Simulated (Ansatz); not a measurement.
Method: Ansatz, DFT PBE, scalar-relativistic, plane waves, PAW. Settings: cutoff 420 eV, Γ-centred meshes spaced at most about 0.3 Å⁻¹, and about 0.25 Å⁻¹ or finer for metals (2π included), Gaussian smearing. No spin polarisation.

These are static total energies at zero pressure.

Task: Order these relaxed structures of Hf3S5 by energy, lowest first, with the energy over the lowest of them.
A.

```
Hf S
1.0
     3.51273    0.00000    0.00000
    -1.75637    3.04212    0.00000
     0.00000    0.00000   16.98076
Hf S
3 5
Direct
  0.00000 0.00000 0.50000
  0.00000 0.00000 0.89441
  0.00000 0.00000 0.10559
  0.33333 0.66667 0.40728
  0.33333 0.66667 0.59272
  0.66667 0.33333 0.80743
  0.66667 0.33333 0.00000
  0.66667 0.33333 0.19257
```

B.

```
Hf S
1.0
     1.83315    1.05837   16.62082
    -1.83315    1.05837   16.62082
     0.00000   -2.11674   16.62082
Hf S
3 5
Direct
  0.30360 0.30360 0.30360
  0.69640 0.69640 0.69640
  0.50000 0.50000 0.50000
  0.60850 0.60850 0.60850
  0.39150 0.39150 0.39150
  0.00000 0.00000 0.00000
  0.19556 0.19556 0.19556
  0.80444 0.80444 0.80444
```

Result: B (0 meV/atom), A (107 meV/atom). Forms: B R-3m; A P-6m2. Counting S atoms around Hf (those within 1.25 times the shortest such distance or 1.15 times the sum of covalent radii, 1.27 where that leaves under three): B has Hf 6; A has Hf 6. Both come from invented guesses. The lowest form computed isn't among them: it has space group C2/m (No. 12), 20.8 Å³/atom and lies 6 meV/atom below the best shown.

Weakly bound directions are ill-defined at this level, which has no dispersion term (R-3m, P-6m2), and this can change margins and order among such cells. These runs have no spin–orbit coupling, which can matter for Hf. Cells relaxed within their symmetry can be saddle points. Some types were kept out of the candidates beforehand, so the set may lack a known form.
